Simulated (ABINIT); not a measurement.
Crystal: FeO (Wuestite).

```
Fe O
1.0
     1.51882    0.87689    2.51958
    -1.51882    0.87689    2.51958
     0.00000   -1.75378    2.51958
Fe O
1 1
Direct
  0.00000 0.00000 0.00000
  0.50000 0.50000 0.50000
```

- Program: ABINIT 10.8.3 (patched build)
- Task: relaxation of cell and atoms
- Functional: PBEsol
- Potentials or basis: PseudoDojo NC SR PBEsol v0.4.1 standard
- Cutoff: 1225 eV
- k mesh: 8 × 8 × 8
- Occupations: fermi-dirac, width 0.05 eV
- Spin: collinear spin, ferromagnetic start
- Starting moments: [3.0, 0.0] μB

At the start: pressure -9.9 GPa; volume 10.07 Å³/atom.

How do energy, volume and symmetry change on relaxing?

Over 10 steps the energy falls by 17.5 meV/atom and the volume is 9.54 Å³/atom (-5.2 %); space group Fm-3m (No. 225, to 0.05 Å); moment 4.00 μB per cell.

The path:
```
step  energy change (eV)  largest force (eV/Å)  pressure (GPa)  volume (Å³)
   1              0.0000                0.0000           -9.93        20.13
   2             -0.0278                0.0000           -4.62        19.53
   3             -0.0345                0.0000            0.43        19.04
   4             -0.0346                0.0000            0.01        19.08
   5             -0.0346                0.0000           -0.12        19.09
   6             -0.0348                0.0000           -0.37        19.11
   7             -0.0349                0.0000           -0.28        19.11
   8             -0.0349                0.0000           -0.07        19.09
   9             -0.0349                0.0000           -0.01        19.08
  10             -0.0349                0.0000            0.00        19.08
```

Final structure:
```
Fe O
1.0
     1.49968    0.86584    2.44896
    -1.49968    0.86584    2.44896
     0.00000   -1.73169    2.44896
Fe O
1 1
Cartesian
  0.0000 0.0000 0.0000
  0.0000 0.0000 3.6734
```

The cell as given is a measured one (10.07 Å³/atom); PBEsol puts the equilibrium volume -5.2 % from it, thermal expansion not counted.

Caveat: a cell with one magnetic atom can't hold antiferromagnetic order, which such compounds often take.
